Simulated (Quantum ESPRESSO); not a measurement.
Crystal: MoS2.

```
CELL_PARAMETERS angstrom
1.58000 0.91221 6.15000
-1.58000 0.91221 6.15000
0.00000 -1.82443 6.15000
ATOMIC_POSITIONS crystal
Mo 0.00000 0.00000 0.00000
S 0.41700 0.41700 0.41700
S 0.25000 0.25000 0.25000
```

Measurements of this composition are mostly on another form, of space group No. 194.

```yaml
Program: Quantum ESPRESSO 7.5
Task: phonons
Functional: PBEsol
Potentials_or_basis: PseudoDojo 0.4.1 SR PBEsol standard
Cutoff: 1088 eV
Density_cutoff: 4354 eV
k_mesh: 4 × 4 × 4, shifted
Occupations: fermi-dirac, width 0.05 eV
Spin: no spin polarisation
Mixing_beta: 0.5
Most_SCF_iterations: 120
SCF_threshold: 6e-10 Ry
```

The cell and the atoms were relaxed first, to 17.92 Å³/atom (a = 6.554 Å, b = 6.554 Å, c = 6.554 Å, α = 27.72°, β = 27.72°, γ = 27.72°), and the response was taken there.

```xyz
3
Lattice="1.5699 0.9064 6.2988 -1.5699 0.9064 6.2988 0.0000 -1.8127 6.2988" Properties=species:S:1:pos:R:3 pbc="T T T"
Mo    0.0000    0.0000    0.0018
S     0.0000    0.0000    7.8586
S     0.0000    0.0000    4.7434
```

The first run showed a gap, so the response started from a second, tighter run with fixed occupations.

Task: Where do the zone-centre optical modes lie?

Result: E at 288 cm⁻¹ (IR and Raman); E at 390 cm⁻¹ (IR and Raman); A1 at 411 cm⁻¹ (IR and Raman); A1 at 467 cm⁻¹ (IR and Raman). Polar modes are given without the macroscopic field (transverse values).

Optical modes at Γ, degenerate ones joined, polar ones without the macroscopic field:
```csv
cm⁻¹,components,symmetry,active in
288,2,E,IR and Raman
390,2,E,IR and Raman
411,1,A1,IR and Raman
467,1,A1,IR and Raman
```

Caveat: the k mesh is coarse (spacing up to 0.58 Å⁻¹), so the values aren't converged; the layers were relaxed without a dispersion term, so their spacing and the soft interlayer modes are unreliable.
